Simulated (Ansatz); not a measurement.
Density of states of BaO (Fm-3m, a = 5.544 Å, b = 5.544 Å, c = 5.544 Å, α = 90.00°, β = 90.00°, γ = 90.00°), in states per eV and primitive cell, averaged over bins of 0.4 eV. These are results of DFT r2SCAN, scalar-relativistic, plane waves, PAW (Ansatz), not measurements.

Settings: cutoff 500 eV, Γ-centred mesh 8×8×8 on the computed 2-atom cell, Gaussian smearing of 0.02 eV; no spin polarisation.

The cell is relaxed at this level. The states (both spins) are summed by tetrahedra on a 12×12×12 mesh at the self-consistent density. Energies are bin centres; the table starts no lower than −8 eV and ends at 6 eV, or lower where the solved bands end.

The gap is 2.38 eV at this level, with the zero inside it.

```csv
E − E_F (eV),total,O 2p,Ba 6s,Ba 5p,O 2s
-2.95,0.83,0.65,0.12,0.01,0.00
-2.55,4.46,3.89,0.22,0.04,0.01
-2.15,3.64,3.26,0.08,0.08,0.00
-1.75,4.62,4.18,0.04,0.17,0.00
-1.35,1.45,1.30,0.01,0.08,0.00
-0.95,0.00,0.00,0.00,0.00,0.00
-0.55,0.00,0.00,0.00,0.00,0.00
-0.15,0.00,0.00,0.00,0.00,0.00
0.25,0.00,0.00,0.00,0.00,0.00
0.65,0.00,0.00,0.00,0.00,0.00
1.05,0.00,0.00,0.00,0.00,0.00
1.45,0.16,0.00,0.00,0.00,0.00
1.85,0.33,0.01,0.00,0.00,0.00
2.25,0.46,0.01,0.00,0.00,0.00
2.65,0.61,0.02,0.01,0.00,0.00
3.05,0.84,0.03,0.03,0.00,0.00
3.45,1.35,0.07,0.09,0.00,0.01
3.85,1.20,0.11,0.21,0.00,0.01
4.25,0.69,0.05,0.16,0.01,0.02
4.65,1.17,0.05,0.23,0.01,0.03
5.05,1.90,0.11,0.50,0.03,0.04
5.45,2.05,0.10,0.59,0.02,0.04
```

The columns after the total are the main Löwdin projections on the occupied valence shells of the potentials; 1 other is left out. The rest of the total lies in those, in shells that are empty in the free atom, which aren't projected, and between the atoms.

Spin-orbit coupling is left out, which matters for the bands of heavy elements.

Cost: 1 run of about 0.37 core-minutes, on Arm Neoverse N1 (shared hosts).